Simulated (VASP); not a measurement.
# ZrC (Fm-3m) in VASP: notebook

One crystal, ZrC, is run at these levels: PBE; tasks: single point.

Program: VASP 6.6.1. These are calculated values, not measurements. Logs are shortened: lines on timing, memory, paths and dates and some standing lists are left out, and cuts for length are marked.

## 1. The structure

The structure is cubic, space group Fm-3m (No. 225). The conventional cell has a = 4.730 Å, b = 4.730 Å, c = 4.730 Å, α = 90.00°, β = 90.00°, γ = 90.00°. Zr (site symmetry m-3m) is surrounded by 6 C at 2.37 Å. C (site symmetry m-3m) has 6 Zr at 2.37 Å as nearest neighbours.

## 2. Single point, PBE

INCAR

```
SYSTEM = ZrC
  PREC = Accurate
  ENCUT = 520
  EDIFF = 1E-7
  ISMEAR = 0
  SIGMA = 0.1
  LREAL = .False.
  LASPH = .True.
  NELM = 60
  ALGO = Normal
  ISIF = 2
  LWAVE = .False.
  LCHARG = .False.
  GGA = PE
  NBANDS = 15
```

KPOINTS

```
regular mesh
0
Gamma
  4 4 4
  0 0 0
```

POSCAR

```
ZrC
1.0
    0.0000000000      2.3650000000      2.3650000000
    2.3650000000      0.0000000000      2.3650000000
    2.3650000000      2.3650000000      0.0000000000
Zr C
1 1
Direct
    0.5000000000      0.5000000000      0.5000000000
    0.0000000000      0.0000000000      0.0000000000
```

Potentials or basis: VASP PAW PBE potentials, release 64 (Zr_sv, C).

Run with:

```bash
$ cat potpaw_PBE.64/Zr_sv/POTCAR potpaw_PBE.64/C/POTCAR > POTCAR
$ mpirun -np 1 vasp_std > vasp.out
```

OUTCAR:

```text
SYSTEM = ZrC
   PREC = Accurate
   ENCUT = 520
   EDIFF = 1E-7
   ISMEAR = 0
   LREAL = .False.
   LASPH = .True.
   NELM = 60
   ISIF = 2
   GGA = PE

 ion  position               nearest neighbor table
   1  0.500  0.500  0.500-   2 2.37   2 2.37   2 2.37   2 2.37   2 2.37   2 2.37
   2  0.000  0.000  0.000-   1 2.37   1 2.37   1 2.37   1 2.37   1 2.37   1 2.37

  LATTYP: Found a face centered cubic cell.
 ALAT       =     4.7300000000

  Lattice vectors:

 A1 = (   0.0000000000,   2.3650000000,   2.3650000000)
 A2 = (   2.3650000000,   0.0000000000,   2.3650000000)
 A3 = (   2.3650000000,   2.3650000000,   0.0000000000)

Analysis of symmetry for initial positions (statically):
=====================================================================
 Subroutine PRICEL returns:
 Original cell was already a primitive cell.

 Routine SETGRP: Setting up the symmetry group for a
 face centered cubic supercell.

 Subroutine GETGRP returns: Found 48 space group operations
 (whereof 48 operations were pure point group operations)
 out of a pool of 48 trial point group operations.

The static configuration has the point symmetry O_h .

Analysis of symmetry for dynamics (positions and initial velocities):
=====================================================================
 Subroutine PRICEL returns:
 Original cell was already a primitive cell.

 Routine SETGRP: Setting up the symmetry group for a
 face centered cubic supercell.

 Subroutine GETGRP returns: Found 48 space group operations
 (whereof 48 operations were pure point group operations)
 out of a pool of 48 trial point group operations.

The dynamic configuration has the point symmetry O_h .

 Subroutine INISYM returns: Found 48 space group operations
 (whereof 48 operations are pure point group operations),
 and found     1 'primitive' translations

----------------------------------------------------------------------------------------

                                     Primitive cell

  volume of cell :      26.4560

  direct lattice vectors                    reciprocal lattice vectors
     0.000000000  2.365000000  2.365000000    -0.211416490  0.211416490  0.211416490
     2.365000000  0.000000000  2.365000000     0.211416490 -0.211416490  0.211416490
     2.365000000  2.365000000  0.000000000     0.211416490  0.211416490 -0.211416490

  length of vectors
     3.344615075  3.344615075  3.344615075     0.366184103  0.366184103  0.366184103

  position of ions in fractional coordinates (direct lattice)
     0.500000000  0.500000000  0.500000000
     0.000000000  0.000000000  0.000000000

  ion indices of the primitive-cell ions
   primitive index   ion index
                 1           1
                 2           2

----------------------------------------------------------------------------------------

 KPOINTS: regular mesh

Automatic generation of k-mesh.
 Grid dimensions read from file:
 generate k-points for:    4    4    4

 Generating k-lattice:

  Cartesian coordinates                     Fractional coordinates (reciprocal lattice)
    -0.052854123  0.052854123  0.052854123     0.250000000  0.000000000  0.000000000
     0.052854123 -0.052854123  0.052854123     0.000000000  0.250000000  0.000000000
     0.052854123  0.052854123 -0.052854123     0.000000000  0.000000000  0.250000000

  Length of vectors
     0.091546026  0.091546026  0.091546026

  Shift w.r.t. Gamma in fractional coordinates (k-lattice)
     0.000000000  0.000000000  0.000000000

 Subroutine IBZKPT returns following result:
 ===========================================

 Found      8 irreducible k-points:

 Following reciprocal coordinates:
            Coordinates               Weight
  0.000000  0.000000  0.000000      1.000000
  0.250000  0.000000  0.000000      8.000000
  0.500000  0.000000  0.000000      4.000000
  0.250000  0.250000  0.000000      6.000000
  0.500000  0.250000  0.000000     24.000000
 -0.250000  0.250000  0.000000     12.000000
  0.500000  0.500000  0.000000      3.000000
 -0.250000  0.500000  0.250000      6.000000
   k-points           NKPTS =      8   k-points in BZ     NKDIM =      8   number of bands    NBANDS=     15
   number of dos      NEDOS =    301   number of ions     NIONS =      2
   total plane-waves  NPLWV =  21952
   dimension x,y,z NGX =    28 NGY =   28 NGZ =   28
   dimension x,y,z NGXF=    56 NGYF=   56 NGZF=   56
   ions per type =               1   1
   NGX,Y,Z   is equivalent  to a cutoff of  13.92, 13.92, 13.92 a.u.
   NGXF,Y,Z  is equivalent  to a cutoff of  27.84, 27.84, 27.84 a.u.
 SYSTEM =  ZrC
   PREC   = accura    normal or accurate (medium, high low for compatibility)
   ISTART =      0    job   : 0-new  1-cont  2-samecut
   ICHARG =      2    charge: 1-file 2-atom 10-const
   ISPIN  =      1    spin polarized calculation?
   LNONCOLLINEAR =      F non collinear calculations
   LSORBIT =      F    spin-orbit coupling
   LASPH  =      T    aspherical Exc in radial PAW
   ENCUT  =  520.0 eV  38.22 Ry    6.18 a.u.   6.22  6.22  6.22*2*pi/ulx,y,z
   NELM   =     60;   NELMIN=  2; NELMDL= -5     # of ELM steps
   EDIFF  = 0.1E-06   stopping-criterion for ELM
   LREAL  =      F    real-space projection
   EDIFFG = 0.1E-05   stopping-criterion for IOM
   NSW    =      0    number of steps for IOM
   IBRION =     -1    ionic relax: 0-MD 1-quasi-New 2-CG
   NFREE  =      0    steps in history (QN), initial steepest desc. (CG)
   ISIF   =      2    stress and relaxation
   ISYM   =      2    0-nonsym 1-usesym 2-fastsym
   POTIM  = 0.5000    time-step for ionic-motion
   TEBEG  =    0.0;   TEEND  =   0.0 temperature during run
   PSTRESS=    0.0 pullay stress
   NELECT =      16.0000    total number of electrons
   NUPDOWN=      -1.0000    fix difference up-down
   EMIN   =  10.00;   EMAX   =-10.00  energy-range for DOS
   EFERMI =   0.00;   METHOD = LEGACY
   ISMEAR =     0;   SIGMA  =   0.10  broadening in eV -4-tet -1-fermi 0-gaus
   EFERMI_NEDOS =   21; number of points for ismear=-14 and -15
   IALGO  =     38    algorithm
   IMIX   =      4    mixing-type and parameters
     AMIX     =   0.40;   BMIX     =  1.00
     AMIX_MAG =   1.60;   BMIX_MAG =  1.00
  volume/ion in A,a.u.               =      13.23        89.27
  Fermi-wavevector in a.u.,A,eV,Ry     =   1.384439  2.616209 26.077880  1.916670
  Thomas-Fermi vector in A             =   2.508943
   LORBIT       =      0    0 simple, 1 ext, 2 COOP (PROOUT), +10 PAW based schemes
   GGA     = PE    functional components
   LHFCALC =     F    Hartree Fock is set to
   AEXX    =    0.0000 exact exchange contribution
   IVDW    =     0    specifies the selected vdW correction
   LEPSILON=     F    determine dielectric tensor
   LRPA    =     F    only Hartree local field effects (RPA)
 non-spin polarized calculation
 Gauss-broadening in eV      SIGMA  =   0.10
  energy-cutoff  :      520.00
  volume of cell :       26.46
 maximum number of plane-waves:       725
 NGX is ok and might be reduce to    28
   NGX = 13   NGY = 13   NGZ = 13

 number of electron      16.0000000 magnetization

 Free energy of the ion-electron system (eV)
  ---------------------------------------------------
  ext. energy  EPLUGINS =         0.00000000
  ---------------------------------------------------
  free energy    TOTEN  =       -19.41364494 eV

  energy without entropy =      -19.41333721  energy(sigma->0) =      -19.41349107

 E-fermi :   9.1932     XC(G=0): -12.0451

 val. band max:        8.9883469840   @ k =   0.2500   0.2500   0.0000
 cond. band min:       9.3822115244   @ k =   0.5000   0.5000   0.0000
 fundamental gap:      0.3938645404
 Fermi energy:         9.1932262542

 k-point     1 :       0.0000    0.0000    0.0000
  band No.  band energies     occupation
      1     -38.7375      2.00000
      2     -16.4632      2.00000
      3     -16.4632      2.00000
      4     -16.4632      2.00000
      5      -1.8862      2.00000
      6      10.2609      0.00000
      7      10.2609      0.00000
      8      10.2609      0.00000
      9      10.5026      0.00000
     10      10.5026      0.00000
     11      10.5026      0.00000
     12      12.1747      0.00000
     13      12.1747      0.00000
     14      16.4581      0.00000
     15      19.8344      0.00000

 k-point     2 :       0.2500    0.0000    0.0000
  band No.  band energies     occupation
      1     -38.6911      2.00000
      2     -16.8779      2.00000
      3     -16.5008      2.00000
      4     -16.5008      2.00000
      5      -0.6668      2.00000
      6       6.6633      2.00000
      7       7.6470      2.00000
      8       7.6470      2.00000
      9      11.9367      0.00000
     10      11.9367      0.00000
     11      12.1312      0.00000
     12      16.0254      0.00000
     13      16.0254      0.00000
     14      18.2307      0.00000
     15      22.3640      0.00000

 k-point     3 :       0.5000    0.0000    0.0000
  band No.  band energies     occupation
      1     -38.6441      2.00000
      2     -17.2629      2.00000
      3     -16.5379      2.00000
      4     -16.5379      2.00000
      5       1.0802      2.00000
      6       4.1561      2.00000
      7       6.4993      2.00000
      8       6.4993      2.00000
      9      13.8204      0.00000
     10      13.8204      0.00000
     11      14.6066      0.00000
     12      15.8399      0.00000
     13      19.2929      0.00000
     14      19.2929      0.00000
     15      22.2045      0.00000

 k-point     4 :       0.2500    0.2500    0.0000
  band No.  band energies     occupation
      1     -38.6757      2.00000
      2     -16.8355      2.00000
      3     -16.5971      2.00000
      4     -16.5971      2.00000
      5      -0.6926      2.00000
      6       6.1450      2.00000
      7       8.8421      2.00000
      8       8.9883      1.99624
      9       8.9883      1.99624
     10      12.8962      0.00000
     11      13.9453      0.00000
     12      13.9453      0.00000
     13      15.8134      0.00000
     14      20.3093      0.00000
     15      23.7690      0.00000

 k-point     5 :       0.5000    0.2500    0.0000
  band No.  band energies     occupation
      1     -38.6289      2.00000
      2     -17.1015      2.00000
      3     -16.7495      2.00000
      4     -16.6347      2.00000
      5       0.0740      2.00000
      6       5.7531      2.00000
      7       6.9882      2.00000
      8       7.6324      2.00000
      9      10.9575      0.00000
     10      14.2922      0.00000
     11      14.6791      0.00000
     12      16.4796      0.00000
     13      17.4099      0.00000
     14      20.1260      0.00000
     15      21.9258      0.00000

 k-point     6 :      -0.2500    0.2500    0.0000
  band No.  band energies     occupation
      1     -38.6444      2.00000
      2     -17.0331      2.00000
      3     -16.7719      2.00000
      4     -16.5392      2.00000
      5       0.3032      2.00000
      6       5.2768      2.00000
      7       6.8485      2.00000
      8       7.1698      2.00000
      9      12.5162      0.00000
     10      13.5760      0.00000
     11      13.9417      0.00000
     12      15.3270      0.00000
     13      18.9444      0.00000
     14      19.2463      0.00000
     15      22.5128      0.00000

 k-point     7 :       0.5000    0.5000    0.0000
  band No.  band energies     occupation
      1     -38.6135      2.00000
      2     -17.1490      2.00000
      3     -16.7293      2.00000
      4     -16.7293      2.00000
      5      -0.7213      2.00000
      6       7.2768      2.00000
      7       7.7109      2.00000
      8       9.3822      0.00753
      9       9.3822      0.00753
     10      13.7716      0.00000
     11      14.9568      0.00000
     12      14.9568      0.00000
     13      17.1572      0.00000
     14      19.6084      0.00000
     15      21.2361      0.00000

 k-point     8 :      -0.2500    0.5000    0.2500
  band No.  band energies     occupation
      1     -38.6133      2.00000
      2     -16.9427      2.00000
      3     -16.9427      2.00000
      4     -16.7505      2.00000
      5      -0.0623      2.00000
      6       6.7680      2.00000
      7       7.0448      2.00000
      8       7.0448      2.00000
      9      12.6172      0.00000
     10      12.6172      0.00000
     11      14.9663      0.00000
     12      16.2837      0.00000
     13      16.2884      0.00000
     14      22.6718      0.00000
     15      22.6729      0.00000

------------------------ aborting loop because EDIFF is reached ----------------------------------------

  FORCE on cell =-STRESS in cart. coord.  units (eV):
  Direction    XX          YY          ZZ          XY          YZ          ZX
  --------------------------------------------------------------------------------------
  -------------------------------------------------------------------------------------
  Total       -0.5850339     -0.5850339     -0.5850339     -0.0000000      0.0000000     -0.0000000
  in kB      -35.4297568    -35.4297568    -35.4297568     -0.0000000      0.0000000     -0.0000000
  external PRESSURE =     -35.4297568 kB  Pullay stress =       0.0000000 kB

 VOLUME and BASIS-vectors are now :
 -----------------------------------------------------------------------------
  energy-cutoff  :      520.00
  volume of cell :       26.46
      direct lattice vectors                 reciprocal lattice vectors
     0.000000000  2.365000000  2.365000000    -0.211416490  0.211416490  0.211416490
     2.365000000  0.000000000  2.365000000     0.211416490 -0.211416490  0.211416490
     2.365000000  2.365000000  0.000000000     0.211416490  0.211416490 -0.211416490

 POSITION                                       TOTAL-FORCE (eV/Angst)
 -----------------------------------------------------------------------------------
      2.36500      2.36500      2.36500         0.000000     -0.000000      0.000000
      0.00000      0.00000      0.00000        -0.000000      0.000000     -0.000000
 -----------------------------------------------------------------------------------
    total drift:                                0.000000      0.000000      0.000000

  FREE ENERGIE OF THE ION-ELECTRON SYSTEM (eV)
  ---------------------------------------------------
  free  energy   TOTEN  =       -19.4136449421 eV

  energy  without entropy=      -19.4133372054  energy(sigma->0) =      -19.41349107
```

Wall time 8.4 s (1 thread of AMD EPYC 7R13 (Zen 3), shared host); peak memory 0.12 GiB.

Results:

| Quantity | Value |
| --- | --- |
| Free energy | -19.4136 eV |
| Pressure | -3.5 GPa |
| Band gap on the k mesh | none (metal or under the smearing width) |

Levels at points of the mesh, in eV from the Fermi level:
```tsv
k point	band 4	band 5	band 6	band 7	band 8	band 9	band 10	band 11	band 12	band 13
(0.00, 0.00, 0.00)	-25.66	-11.08	1.07	1.07	1.07	1.31	1.31	1.31	2.98	2.98
(0.50, 0.00, 0.00)	-25.73	-8.11	-5.04	-2.69	-2.69	4.63	4.63	5.41	6.65	10.10
(0.50, 0.50, 0.00)	-25.92	-9.91	-1.92	-1.48	0.19	0.19	4.58	5.76	5.76	7.96
```

Caveat: the k mesh is coarse (spacing up to 0.58 Å⁻¹), so the values aren't converged.

## 3. Single point, PBE

INCAR is that of step 2.

KPOINTS

```
regular mesh
0
Gamma
  6 6 6
  0 0 0
```

POSCAR is that of step 2.

Potentials or basis: VASP PAW PBE potentials, release 64 (Zr_sv, C).

Run with:

```bash
$ cat potpaw_PBE.64/Zr_sv/POTCAR potpaw_PBE.64/C/POTCAR > POTCAR
$ mpirun -np 1 vasp_std > vasp.out
```

Wall time 12 s (1 thread of AMD EPYC 7R13 (Zen 3), shared host); peak memory 0.12 GiB.

Results (log left out):

| Property | Result |
| --- | --- |
| Free energy | -19.4502 eV |
| Pressure | -2.6 GPa |
| Band gap on the k mesh | none (metal or under the smearing width) |

Levels at points of the mesh, in eV from the Fermi level:
| k point | band 6 | band 7 | band 8 | band 9 | band 10 | band 11 |
| --- | --- | --- | --- | --- | --- | --- |
| (0.00, 0.00, 0.00) | 1.02 | 1.02 | 1.02 | 1.16 | 1.16 | 1.16 |
| (0.50, 0.00, 0.00) | -5.15 | -2.79 | -2.79 | 4.47 | 4.47 | 5.29 |
| (0.50, 0.50, 0.00) | -2.01 | -1.63 | 0.12 | 0.12 | 4.42 | 5.60 |

Caveat: the k mesh is coarse (spacing up to 0.38 Å⁻¹), so the values aren't converged.
